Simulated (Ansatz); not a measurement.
Crystal: BaO, rock salt type, 2 atoms in the cell.

Level of theory: Ansatz, HSE06, plane waves, PAW datasets (earlier set, tuned by hand).

Cutoff 930 eV; exchange singularity: regularized; k-mesh 4×4×4 Γ-centred; Fermi–Dirac smearing of 0.05 eV; no spin polarisation; no spin–orbit coupling.

Problem. What equilibrium volume, lattice constant and bulk modulus does this give?

Solution. V₀ = 21.151 Å³/atom (a₀ = 5.531 Å), B₀ = 75.4 GPa, B₀′ = 4.56. The points behind the fit:

```
V (Å³/atom)   a (Å)  E − E(min) (meV/atom)  P (GPa)
     20.088  5.4368                  13.16     4.37
     20.743  5.4952                   1.25     1.53
     21.398  5.5525                   0.00    -0.85
     22.053  5.6086                   7.72    -2.87
     22.708  5.6636                  23.00    -4.56
```

The stress includes the program's correction for the finite plane-wave basis.

The k-mesh is coarse, so these values belong to this mesh and can lie far from the converged ones.
